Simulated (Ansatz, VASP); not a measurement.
**One calculation of GaSe4, two programs**

```
CELL_PARAMETERS angstrom
-3.11186 3.11186 3.11186
3.11186 -3.11186 3.11186
3.11186 3.11186 -3.11186
ATOMIC_POSITIONS crystal
Ga 0.00000 0.00000 0.00000
Se 0.50000 0.50000 0.50000
Se 0.00000 0.00000 0.50000
Se 0.00000 0.50000 0.00000
Se 0.50000 0.00000 0.00000
```

Alike in both runs: functional PBE; k mesh 4 × 4 × 4; occupations gaussian, width 0.1 eV; no spin polarisation.

Ansatz relaxed the structure, and its values are those at the end. VASP's run is a single point on that final structure, the one shown.

|  | VASP | Ansatz |
| --- | --- | --- |
| version | VASP 6.6.1 | Ansatz 0.2.0 |
| potentials or method | VASP PAW PBE potentials, release 64 (Ga_d, Se) | scalar-relativistic, plane waves, PAW |
| plane-wave cutoff (eV) | 520 | 420 |
| valence electrons in the cell | 37 | 77 |

|  | VASP | Ansatz | Ansatz less VASP |
| --- | --- | --- | --- |
| gap on the k mesh at the Fermi level (eV) | none | none | - |
| pressure (GPa) | -0.3 | -0.3 | -0.06 |

A gap of «none» marks a metal or a gap that the smearing closes. With one functional, cell and mesh, what is left measures potentials, basis and numerics. The two sets of potentials don't hold the same shells in valence.
